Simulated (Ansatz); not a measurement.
# TiSi: the cost of one run

Program: Ansatz 0.2.0. Level of theory: DFT PBEsol, scalar-relativistic, plane waves, PAW. These are calculated values, not measurements.

4 further runs of the same task are left out: 2 that didn't finish, 2 set aside as unsound or not needed.

## 1. The structure to begin with

Symmetry: Pnma, No. 62, orthorhombic system. The conventional cell has a = 6.452 Å, b = 3.622 Å, c = 4.964 Å, α = 90.00°, β = 90.00°, γ = 90.00°. Ti (site symmetry m) has 7 Si at 2.54 to 2.74 Å as nearest neighbours. Si (site symmetry m) has 2 Si at 2.39 Å and 7 Ti at 2.54 to 2.74 Å as nearest neighbours.

Structure file:

```cif
data_structure
_symmetry_space_group_name_H-M 'P 1'
_symmetry_Int_Tables_number 1
_cell_length_a 6.4518
_cell_length_b 3.6224
_cell_length_c 4.9638
_cell_angle_alpha 90.000
_cell_angle_beta 90.000
_cell_angle_gamma 90.000
_cell_volume 116.01
loop_
_atom_site_label
_atom_site_type_symbol
_atom_site_fract_x
_atom_site_fract_y
_atom_site_fract_z
_atom_site_occupancy
Ti1 Ti 0.67611 0.25000 0.37059 1
Ti2 Ti 0.32389 0.75000 0.62941 1
Ti3 Ti 0.82389 0.75000 0.87059 1
Ti4 Ti 0.17611 0.25000 0.12941 1
Si1 Si 0.54412 0.25000 0.85363 1
Si2 Si 0.45588 0.75000 0.14637 1
Si3 Si 0.95588 0.75000 0.35363 1
Si4 Si 0.04412 0.25000 0.64637 1
```

It goes back to an entry of the Materials Project, which need not be the stable form.

It is the result of an earlier relaxation at this level (volume 14.50 Å³/atom; gap on the mesh: none (metal)).

## 2. Zero of energy

Reference values: F = -12388.4028 eV; pressure 0.01 GPa; largest force 0.009 eV/Å; gap on the mesh none (metal). It was computed beforehand with the settings of the runs below.

## 3. Setting up a strain scan

The cell is strained by ε times the Voigt pattern (0, 0, 1, 0, 0, 0) (xx, yy, zz, yz, xz, xy; engineering shear), with fractional coordinates fixed (clamped ions). The stress on the pattern is the sum of the stress components weighted by it, tension positive.

## 4. ε = -0.1000

Contents of input.yaml:

```yaml
crystal:
  lattice:
    - [6.451812862, 0.0, 0.0]
    - [0.0, 3.6224438893, 0.0]
    - [0.0, 0.0, 4.4674176712]
  atoms:
    - { symbol: Ti, position: [0.6761122807, 0.25, 0.3705866206] }
    - { symbol: Ti, position: [0.3238877193, 0.75, 0.6294133794] }
    - { symbol: Ti, position: [0.8238877193, 0.75, 0.8705866206] }
    - { symbol: Ti, position: [0.1761122807, 0.25, 0.1294133794] }
    - { symbol: Si, position: [0.54412113, 0.25, 0.8536272412] }
    - { symbol: Si, position: [0.45587887, 0.75, 0.1463727588] }
    - { symbol: Si, position: [0.95587887, 0.75, 0.3536272412] }
    - { symbol: Si, position: [0.04412113, 0.25, 0.6463727588] }
basis:
  ecutwfc: 420
kpoints:
  mp_grid: { grid: [6, 12, 8] }
hamiltonian:
  xc: pbesol
scf:
  occupations: { method: gaussian, width: 0.15 }
output:
  forces: true
  stress: true
  eigenvalues: true
```

On the command line:

```sh
$ ansatz run input.yaml --threads 2 --pin off --max-ram 5120MiB --backend cpu --events-out ev --progress --plain --runs-dir out
```

Q: Estimate wall time and peak memory on 2 threads of Arm Neoverse N1, shared host.

About 29 s, with a peak of 0.67 GiB.
